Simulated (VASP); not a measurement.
# Zn (Im-3m) in VASP: further runs, part 3 of 7

VASP 6.6.1.

## 33. Equation of state, LDA, 15.91 Å³/atom

File INCAR:

```
PREC = Accurate
ENCUT = 340
EDIFF = 1E-7
ISMEAR = -1
SIGMA = 0.15
LREAL = F
LASPH = T
NELM = 100
ALGO = Normal
ISIF = 2
LWAVE = F
LCHARG = F
ADDGRID = F
```

File KPOINTS:

```
regular mesh
0
Gamma
  9 9 9
```

File POSCAR:

```
Zn
1.0
   -1.5845730302      1.5845730302      1.5845730302
    1.5845730302     -1.5845730302      1.5845730302
    1.5845730302      1.5845730302     -1.5845730302
Zn
1
Direct
    0.0000000000      0.0000000000      0.0000000000
```

Potentials or basis: VASP PAW LDA potentials, release 64 (Zn).

Run with:

```sh
$ cat potpaw_LDA.64/Zn/POTCAR > POTCAR
$ mpirun -np 1 vasp_std > vasp.out
```

It took 2.3 s on 1 thread of Intel Xeon Platinum 8488C (Sapphire Rapids), shared host; peak memory 0.11 GiB.

These settings aren't checked as converged: the numbers below hold their error.

Results:

```yaml
Free_energy: -1.7056 eV
Pressure: -9.3 GPa
Band_gap_on_the_k_mesh: none (metal or under the smearing width)
```

Caveat: the cutoff is under 1.25 times the usual one of these potentials, so pressure, stress and relaxed cells hold a basis-set (Pulay) error.

## 34. Equation of state, LDA, 14.99 Å³/atom

INCAR, as its differences from that of step 33:

```diff
@@ -1,3 +1,3 @@
 PREC = Accurate
-ENCUT = 340
+ENCUT = 650
 EDIFF = 1E-7
```

File KPOINTS:

```
regular mesh
0
Gamma
  7 7 7
```

File POSCAR:

```
Zn
1.0
   -1.5531870578      1.5531870578      1.5531870578
    1.5531870578     -1.5531870578      1.5531870578
    1.5531870578      1.5531870578     -1.5531870578
Zn
1
Direct
    0.0000000000      0.0000000000      0.0000000000
```

Run with:

```sh
$ cat potpaw_LDA.64/Zn/POTCAR > POTCAR
$ mpirun -np 1 vasp_std > vasp.out
```

Run time: 2.3 s. Hardware: 1 thread of Intel Xeon Platinum 8488C (Sapphire Rapids), shared host; peak memory 0.12 GiB.

The run converged, but some of its settings lie outside the range that counts as converged, so its numbers aren't taken as properties of the crystal.

Results:

```yaml
Free_energy: -1.7950 eV
Pressure: -7.1 GPa
Band_gap_on_the_k_mesh: none (metal or under the smearing width)
```

Caveat: the k mesh is coarse (spacing up to 0.41 Å⁻¹), so the values aren't converged.

## 35. Equation of state, LDA, 15.91 Å³/atom

INCAR is that of step 34.

KPOINTS is that of step 34.

File POSCAR:

```
Zn
1.0
   -1.5845730302      1.5845730302      1.5845730302
    1.5845730302     -1.5845730302      1.5845730302
    1.5845730302      1.5845730302     -1.5845730302
Zn
1
Direct
    0.0000000000      0.0000000000      0.0000000000
```

Run with:

```sh
$ cat potpaw_LDA.64/Zn/POTCAR > POTCAR
$ mpirun -np 1 vasp_std > vasp.out
```

It took 2.4 s on 1 thread of Intel Xeon Platinum 8488C (Sapphire Rapids), shared host; peak memory 0.12 GiB.

The run converged, but some of its settings lie outside the range that counts as converged, so its numbers aren't taken as properties of the crystal.

Results:

```yaml
Free_energy: -1.7455 eV
Pressure: -9.9 GPa
Band_gap_on_the_k_mesh: none (metal or under the smearing width)
```

Caveat: the k mesh is coarse (spacing up to 0.40 Å⁻¹), so the values aren't converged.

## 36. Equation of state, LDA, 14.99 Å³/atom

INCAR, as its differences from that of step 35:

```diff
@@ -1,3 +1,3 @@
 PREC = Accurate
-ENCUT = 650
+ENCUT = 280
 EDIFF = 1E-7
```

File KPOINTS:

```
regular mesh
0
Gamma
  11 11 11
```

File POSCAR:

```
Zn
1.0
   -1.5531870578      1.5531870578      1.5531870578
    1.5531870578     -1.5531870578      1.5531870578
    1.5531870578      1.5531870578     -1.5531870578
Zn
1
Direct
    0.0000000000      0.0000000000      0.0000000000
```

Potentials or basis: VASP PAW LDA potentials, release 64 (Zn).

Run with:

```sh
$ cat potpaw_LDA.64/Zn/POTCAR > POTCAR
$ mpirun -np 1 vasp_std > vasp.out
```

It took 1.9 s on 1 thread of Intel Xeon Platinum 8488C (Sapphire Rapids), shared host; peak memory 0.1 GiB.

These settings aren't checked as converged: the numbers below hold their error.

Results:

```yaml
Free_energy: -1.7596 eV
Band_gap_on_the_k_mesh: none (metal or under the smearing width)
```

Caveat: the cutoff is under 1.25 times the usual one of these potentials, so pressure, stress and relaxed cells hold a basis-set (Pulay) error.

## 37. Equation of state, LDA, 15.91 Å³/atom

INCAR is that of step 36.

KPOINTS is that of step 36.

File POSCAR:

```
Zn
1.0
   -1.5845730302      1.5845730302      1.5845730302
    1.5845730302     -1.5845730302      1.5845730302
    1.5845730302      1.5845730302     -1.5845730302
Zn
1
Direct
    0.0000000000      0.0000000000      0.0000000000
```

Run with:

```sh
$ cat potpaw_LDA.64/Zn/POTCAR > POTCAR
$ mpirun -np 1 vasp_std > vasp.out
```

Run time: 1.9 s. Hardware: 1 thread of Intel Xeon Platinum 8488C (Sapphire Rapids), shared host; peak memory 0.1 GiB.

The run converged, but some of its settings lie outside the range that counts as converged, so its numbers aren't taken as properties of the crystal.

What came out:

```
Free energy            : -1.7125 eV
Band gap on the k mesh : none (metal or under the smearing width)
```

Caveat: the cutoff is under 1.25 times the usual one of these potentials, so pressure, stress and relaxed cells hold a basis-set (Pulay) error.

## 38. Equation of state, LDA, 14.99 Å³/atom

INCAR, as its differences from that of step 37:

```diff
@@ -1,3 +1,3 @@
 PREC = Accurate
-ENCUT = 280
+ENCUT = 220
 EDIFF = 1E-7
```

File KPOINTS:

```
regular mesh
0
Gamma
  13 13 13
```

File POSCAR:

```
Zn
1.0
   -1.5531870578      1.5531870578      1.5531870578
    1.5531870578     -1.5531870578      1.5531870578
    1.5531870578      1.5531870578     -1.5531870578
Zn
1
Direct
    0.0000000000      0.0000000000      0.0000000000
```

Run with:

```sh
$ cat potpaw_LDA.64/Zn/POTCAR > POTCAR
$ mpirun -np 1 vasp_std > vasp.out
```

Wall time 2 s (1 thread of Intel Xeon Platinum 8488C (Sapphire Rapids), shared host); peak memory 0.11 GiB.

The run converged, but a check on its numbers failed (symmetry, net force, bounds or a known fault of this set-up), so they aren't taken as properties of the crystal.

Caveat: the cutoff lies under the usual one of these potentials, so the numbers hold a large basis-set error; the cell as given lies far from equilibrium.

## 39. Equation of state, LDA, 15.91 Å³/atom

INCAR is that of step 38.

KPOINTS is that of step 38.

File POSCAR:

```
Zn
1.0
   -1.5845730302      1.5845730302      1.5845730302
    1.5845730302     -1.5845730302      1.5845730302
    1.5845730302      1.5845730302     -1.5845730302
Zn
1
Direct
    0.0000000000      0.0000000000      0.0000000000
```

Potentials or basis: VASP PAW LDA potentials, release 64 (Zn).

Run with:

```sh
$ cat potpaw_LDA.64/Zn/POTCAR > POTCAR
$ mpirun -np 1 vasp_std > vasp.out
```

Wall time 2 s (1 thread of Intel Xeon Platinum 8488C (Sapphire Rapids), shared host); peak memory 0.1 GiB.

The run converged, but a check on its numbers failed (symmetry, net force, bounds or a known fault of this set-up), so they aren't taken as properties of the crystal.

Caveat: the cutoff lies under the usual one of these potentials, so the numbers hold a large basis-set error; the cell as given lies far from equilibrium.

## 40. Equation of state, LDA, 14.99 Å³/atom

INCAR, as its differences from that of step 39:

```diff
@@ -1,3 +1,3 @@
 PREC = Accurate
-ENCUT = 220
+ENCUT = 460
 EDIFF = 1E-7
```

File KPOINTS:

```
regular mesh
0
Gamma
  9 9 9
```

File POSCAR:

```
Zn
1.0
   -1.5531870578      1.5531870578      1.5531870578
    1.5531870578     -1.5531870578      1.5531870578
    1.5531870578      1.5531870578     -1.5531870578
Zn
1
Direct
    0.0000000000      0.0000000000      0.0000000000
```

Run with:

```sh
$ cat potpaw_LDA.64/Zn/POTCAR > POTCAR
$ mpirun -np 1 vasp_std > vasp.out
```

Run time: 2.9 s. Hardware: 1 thread of Intel Xeon Platinum 8488C (Sapphire Rapids), shared host; peak memory 0.11 GiB.

The run converged, but some of its settings lie outside the range that counts as converged, so its numbers aren't taken as properties of the crystal.

Results:

| Item | Value |
| --- | --- |
| Free energy | -1.7486 eV |
| Pressure | -6.3 GPa |
| Band gap on the k mesh | none (metal or under the smearing width) |

## 41. Equation of state, LDA, 15.91 Å³/atom

INCAR is that of step 40.

KPOINTS is that of step 40.

File POSCAR:

```
Zn
1.0
   -1.5845730302      1.5845730302      1.5845730302
    1.5845730302     -1.5845730302      1.5845730302
    1.5845730302      1.5845730302     -1.5845730302
Zn
1
Direct
    0.0000000000      0.0000000000      0.0000000000
```

Run with:

```sh
$ cat potpaw_LDA.64/Zn/POTCAR > POTCAR
$ mpirun -np 1 vasp_std > vasp.out
```

Wall time 2.9 s (1 thread of Intel Xeon Platinum 8488C (Sapphire Rapids), shared host); peak memory 0.11 GiB.

The run converged, but some of its settings lie outside the range that counts as converged, so its numbers aren't taken as properties of the crystal.

What came out:

```yaml
Free_energy: -1.7043 eV
Pressure: -9.1 GPa
Band_gap_on_the_k_mesh: none (metal or under the smearing width)
```

## 42. Equation of state, LDA, 14.99 Å³/atom

INCAR, as its differences from that of step 41:

```diff
@@ -1,3 +1,3 @@
 PREC = Accurate
-ENCUT = 460
+ENCUT = 340
 EDIFF = 1E-7
```

File KPOINTS:

```
regular mesh
0
Gamma
  11 11 11
```

File POSCAR:

```
Zn
1.0
   -1.5531870578      1.5531870578      1.5531870578
    1.5531870578     -1.5531870578      1.5531870578
    1.5531870578      1.5531870578     -1.5531870578
Zn
1
Direct
    0.0000000000      0.0000000000      0.0000000000
```

Potentials or basis: VASP PAW LDA potentials, release 64 (Zn).

Run with:

```sh
$ cat potpaw_LDA.64/Zn/POTCAR > POTCAR
$ mpirun -np 1 vasp_std > vasp.out
```

Run time: 2 s. Hardware: 1 thread of Intel Xeon Platinum 8488C (Sapphire Rapids), shared host; peak memory 0.11 GiB.

The run converged, but some of its settings lie outside the range that counts as converged, so its numbers aren't taken as properties of the crystal.

What came out:

```yaml
Free_energy: -1.7639 eV
Pressure: -7.2 GPa
Band_gap_on_the_k_mesh: none (metal or under the smearing width)
```

Caveat: the cutoff is under 1.25 times the usual one of these potentials, so pressure, stress and relaxed cells hold a basis-set (Pulay) error.

## 43. Equation of state, LDA, 15.91 Å³/atom

INCAR is that of step 42.

KPOINTS is that of step 42.

File POSCAR:

```
Zn
1.0
   -1.5845730302      1.5845730302      1.5845730302
    1.5845730302     -1.5845730302      1.5845730302
    1.5845730302      1.5845730302     -1.5845730302
Zn
1
Direct
    0.0000000000      0.0000000000      0.0000000000
```

Run with:

```sh
$ cat potpaw_LDA.64/Zn/POTCAR > POTCAR
$ mpirun -np 1 vasp_std > vasp.out
```

Run time: 3.2 s. Hardware: 1 thread of Intel Xeon Platinum 8488C (Sapphire Rapids), shared host; peak memory 0.11 GiB.

These settings aren't checked as converged: the numbers below hold their error.

What came out:

| Quantity | Value |
| --- | --- |
| Free energy | -1.7162 eV |
| Pressure | -9.9 GPa |
| Band gap on the k mesh | none (metal or under the smearing width) |

Caveat: the cutoff is under 1.25 times the usual one of these potentials, so pressure, stress and relaxed cells hold a basis-set (Pulay) error.

## 44. Equation of state, LDA, 14.99 Å³/atom

INCAR, as its differences from that of step 43:

```diff
@@ -1,3 +1,3 @@
 PREC = Accurate
-ENCUT = 340
+ENCUT = 520
 EDIFF = 1E-7
```

File KPOINTS:

```
regular mesh
0
Gamma
  9 9 9
```

File POSCAR:

```
Zn
1.0
   -1.5531870578      1.5531870578      1.5531870578
    1.5531870578     -1.5531870578      1.5531870578
    1.5531870578      1.5531870578     -1.5531870578
Zn
1
Direct
    0.0000000000      0.0000000000      0.0000000000
```

Run with:

```sh
$ cat potpaw_LDA.64/Zn/POTCAR > POTCAR
$ mpirun -np 1 vasp_std > vasp.out
```

It took 2.9 s on 1 thread of Intel Xeon Platinum 8488C (Sapphire Rapids), shared host; peak memory 0.11 GiB.

These settings aren't checked as converged: the numbers below hold their error.

What came out:

```yaml
Free_energy: -1.7487 eV
Pressure: -6.1 GPa
Band_gap_on_the_k_mesh: none (metal or under the smearing width)
```

## 45. Equation of state, LDA, 15.91 Å³/atom

INCAR is that of step 44.

KPOINTS is that of step 44.

File POSCAR:

```
Zn
1.0
   -1.5845730302      1.5845730302      1.5845730302
    1.5845730302     -1.5845730302      1.5845730302
    1.5845730302      1.5845730302     -1.5845730302
Zn
1
Direct
    0.0000000000      0.0000000000      0.0000000000
```

Potentials or basis: VASP PAW LDA potentials, release 64 (Zn).

Run with:

```sh
$ cat potpaw_LDA.64/Zn/POTCAR > POTCAR
$ mpirun -np 1 vasp_std > vasp.out
```

It took 3 s on 1 thread of Intel Xeon Platinum 8488C (Sapphire Rapids), shared host; peak memory 0.11 GiB.

The run converged, but some of its settings lie outside the range that counts as converged, so its numbers aren't taken as properties of the crystal.

What came out:

```yaml
Free_energy: -1.7045 eV
Pressure: -9.0 GPa
Band_gap_on_the_k_mesh: none (metal or under the smearing width)
```

## 46. Equation of state, LDA, 14.99 Å³/atom

INCAR, as its differences from that of step 45:

```diff
@@ -1,3 +1,3 @@
 PREC = Accurate
-ENCUT = 520
+ENCUT = 280
 EDIFF = 1E-7
```

File KPOINTS:

```
regular mesh
0
Gamma
  13 13 13
```

File POSCAR:

```
Zn
1.0
   -1.5531870578      1.5531870578      1.5531870578
    1.5531870578     -1.5531870578      1.5531870578
    1.5531870578      1.5531870578     -1.5531870578
Zn
1
Direct
    0.0000000000      0.0000000000      0.0000000000
```

Run with:

```sh
$ cat potpaw_LDA.64/Zn/POTCAR > POTCAR
$ mpirun -np 1 vasp_std > vasp.out
```

Wall time 2.4 s (1 thread of Intel Xeon Platinum 8488C (Sapphire Rapids), shared host); peak memory 0.11 GiB.

These settings aren't checked as converged: the numbers below hold their error.

Results:

```yaml
Free_energy: -1.7590 eV
Band_gap_on_the_k_mesh: none (metal or under the smearing width)
```

Caveat: the cutoff is under 1.25 times the usual one of these potentials, so pressure, stress and relaxed cells hold a basis-set (Pulay) error.

## 47. Equation of state, LDA, 15.91 Å³/atom

INCAR is that of step 46.

KPOINTS is that of step 46.

File POSCAR:

```
Zn
1.0
   -1.5845730302      1.5845730302      1.5845730302
    1.5845730302     -1.5845730302      1.5845730302
    1.5845730302      1.5845730302     -1.5845730302
Zn
1
Direct
    0.0000000000      0.0000000000      0.0000000000
```

Run with:

```sh
$ cat potpaw_LDA.64/Zn/POTCAR > POTCAR
$ mpirun -np 1 vasp_std > vasp.out
```

It took 2.4 s on 1 thread of Intel Xeon Platinum 8488C (Sapphire Rapids), shared host; peak memory 0.11 GiB.

These settings aren't checked as converged: the numbers below hold their error.

What came out:

| Item | Value |
| --- | --- |
| Free energy | -1.7151 eV |
| Band gap on the k mesh | none (metal or under the smearing width) |

Caveat: the cutoff is under 1.25 times the usual one of these potentials, so pressure, stress and relaxed cells hold a basis-set (Pulay) error.

## 48. Equation of state, LDA, 14.99 Å³/atom

INCAR, as its differences from that of step 47:

```diff
@@ -1,3 +1,3 @@
 PREC = Accurate
-ENCUT = 280
+ENCUT = 220
 EDIFF = 1E-7
```

File KPOINTS:

```
regular mesh
0
Gamma
  15 15 15
```

File POSCAR:

```
Zn
1.0
   -1.5531870578      1.5531870578      1.5531870578
    1.5531870578     -1.5531870578      1.5531870578
    1.5531870578      1.5531870578     -1.5531870578
Zn
1
Direct
    0.0000000000      0.0000000000      0.0000000000
```

Potentials or basis: VASP PAW LDA potentials, release 64 (Zn).

Run with:

```sh
$ cat potpaw_LDA.64/Zn/POTCAR > POTCAR
$ mpirun -np 1 vasp_std > vasp.out
```

Run time: 2.5 s. Hardware: 1 thread of Intel Xeon Platinum 8488C (Sapphire Rapids), shared host; peak memory 0.1 GiB.

The run converged, but a check on its numbers failed (symmetry, net force, bounds or a known fault of this set-up), so they aren't taken as properties of the crystal.

Caveat: the cutoff lies under the usual one of these potentials, so the numbers hold a large basis-set error; the cell as given lies far from equilibrium.

## 49. Equation of state, LDA, 15.91 Å³/atom

INCAR is that of step 48.

KPOINTS is that of step 48.

File POSCAR:

```
Zn
1.0
   -1.5845730302      1.5845730302      1.5845730302
    1.5845730302     -1.5845730302      1.5845730302
    1.5845730302      1.5845730302     -1.5845730302
Zn
1
Direct
    0.0000000000      0.0000000000      0.0000000000
```

Run with:

```sh
$ cat potpaw_LDA.64/Zn/POTCAR > POTCAR
$ mpirun -np 1 vasp_std > vasp.out
```

Wall time 2.5 s (1 thread of Intel Xeon Platinum 8488C (Sapphire Rapids), shared host); peak memory 0.11 GiB.

The run converged, but a check on its numbers failed (symmetry, net force, bounds or a known fault of this set-up), so they aren't taken as properties of the crystal.

Caveat: the cutoff lies under the usual one of these potentials, so the numbers hold a large basis-set error; the cell as given lies far from equilibrium.

## 50. Equation of state, LDA, 14.99 Å³/atom

INCAR, as its differences from that of step 49:

```diff
@@ -1,3 +1,3 @@
 PREC = Accurate
-ENCUT = 220
+ENCUT = 650
 EDIFF = 1E-7
```

File KPOINTS:

```
regular mesh
0
Gamma
  9 9 9
```

File POSCAR:

```
Zn
1.0
   -1.5531870578      1.5531870578      1.5531870578
    1.5531870578     -1.5531870578      1.5531870578
    1.5531870578      1.5531870578     -1.5531870578
Zn
1
Direct
    0.0000000000      0.0000000000      0.0000000000
```

Run with:

```sh
$ cat potpaw_LDA.64/Zn/POTCAR > POTCAR
$ mpirun -np 1 vasp_std > vasp.out
```

Wall time 3.2 s (1 thread of Intel Xeon Platinum 8488C (Sapphire Rapids), shared host); peak memory 0.12 GiB.

The run converged, but some of its settings lie outside the range that counts as converged, so its numbers aren't taken as properties of the crystal.

Results:

| Item | Value |
| --- | --- |
| Free energy | -1.7484 eV |
| Pressure | -6.2 GPa |
| Band gap on the k mesh | none (metal or under the smearing width) |

## 51. Equation of state, LDA, 15.91 Å³/atom

INCAR is that of step 50.

KPOINTS is that of step 50.

File POSCAR:

```
Zn
1.0
   -1.5845730302      1.5845730302      1.5845730302
    1.5845730302     -1.5845730302      1.5845730302
    1.5845730302      1.5845730302     -1.5845730302
Zn
1
Direct
    0.0000000000      0.0000000000      0.0000000000
```

Potentials or basis: VASP PAW LDA potentials, release 64 (Zn).

Run with:

```sh
$ cat potpaw_LDA.64/Zn/POTCAR > POTCAR
$ mpirun -np 1 vasp_std > vasp.out
```

It took 3.2 s on 1 thread of Intel Xeon Platinum 8488C (Sapphire Rapids), shared host; peak memory 0.12 GiB.

The run converged, but some of its settings lie outside the range that counts as converged, so its numbers aren't taken as properties of the crystal.

What came out:

```yaml
Free_energy: -1.7042 eV
Pressure: -9.0 GPa
Band_gap_on_the_k_mesh: none (metal or under the smearing width)
```

## 52. Equation of state, LDA, 14.99 Å³/atom

INCAR, as its differences from that of step 51:

```diff
@@ -1,3 +1,3 @@
 PREC = Accurate
-ENCUT = 650
+ENCUT = 460
 EDIFF = 1E-7
```

File KPOINTS:

```
regular mesh
0
Gamma
  11 11 11
```

File POSCAR:

```
Zn
1.0
   -1.5531870578      1.5531870578      1.5531870578
    1.5531870578     -1.5531870578      1.5531870578
    1.5531870578      1.5531870578     -1.5531870578
Zn
1
Direct
    0.0000000000      0.0000000000      0.0000000000
```

Run with:

```sh
$ cat potpaw_LDA.64/Zn/POTCAR > POTCAR
$ mpirun -np 1 vasp_std > vasp.out
```

It took 4 s on 1 thread of Intel Xeon Platinum 8488C (Sapphire Rapids), shared host; peak memory 0.11 GiB.

The run converged, but some of its settings lie outside the range that counts as converged, so its numbers aren't taken as properties of the crystal.

Results:

* Free energy: -1.7627 eV
* Pressure: -6.9 GPa
* Band gap on the k mesh: none (metal or under the smearing width)

(Continued in part 4 of 7.)
